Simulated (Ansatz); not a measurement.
## Could MgSi3 exist in this structure?

Plane-wave DFT in Ansatz with scalar-relativistic PAW potentials. The crystal relaxes under PBEsol to I4/mmm with a = 3.907 Å, c = 8.126 Å, 15.50 Å³/atom. No spin polarisation. The structure is a made-up candidate, not known to be the stable one.

```
Mg Si
1.0
    -1.95327    1.95327    4.06306
     1.95327   -1.95327    4.06306
     1.95327    1.95327   -4.06306
Mg Si
1 3
Cartesian
  0.0000 0.0000 0.0000
  0.0000 0.0000 4.0631
  1.9533 0.0000 2.0315
  0.0000 1.9533 2.0315
```

Problem. Test it against the elements, against displacements at the zone centre and against strain.

Solution.
- Energy over the elements: 0.236 eV/atom (PBEsol, standard states in the same functional, gases uncorrected)
- Optical modes at Γ: all 9 real, 68 to 311 cm⁻¹ (PBEsol, no gap at this level, so no LO-TO term)
- Least eigenvalue of the elastic tensor: -24 GPa (PBEsol, smearing 0.15 eV on a cell relaxed with it; where the run has no gap this value hangs on mesh and smearing)

It fails: it lies above its elements; a homogeneous strain lowers the energy. As a saddle point it would distort to lower symmetry at 0 K, though thermal motion sometimes holds such a structure on average at high temperature.